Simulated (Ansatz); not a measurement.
**Notes on Ag**

```
Ag
1.0
     1.59907    0.92322    2.06057
    -1.59907    0.92322    2.06057
     0.00000   -1.84644    2.06057
Ag
1
Direct
  0.00000 0.00000 0.00000
```

The numbers come from plane-wave PAW DFT (Ansatz): r2SCAN, no spin polarisation, 500 eV, 13×13×13 Γ-centred k points, fermi-dirac occupations (width 0.1 eV). Nothing was relaxed.

(1) Is there a gap?

(2) Is the cell too large or too small?

(3) What do density and ELF say about some of the short contacts?

Origin: a known structure type with other elements, at an estimated volume, so it need not be a known compound.

Answers

(1) It is a metal, with about 0.25 states/eV a cell as the mean within 0.25 eV of the Fermi level.

(2) The pressure is -0.5 GPa (compression positive), so with the atoms held at these fractions the cell would first shrink. The principal stresses -3.9, -3.9, 6.2 GPa differ, so its shape would change too.

(3) Ag–Ag at 2.77 Å: least valence density 0.26 e/Å³ and ELF 0.15 there. Both are smooth PAW fields, read partly inside the augmentation spheres.
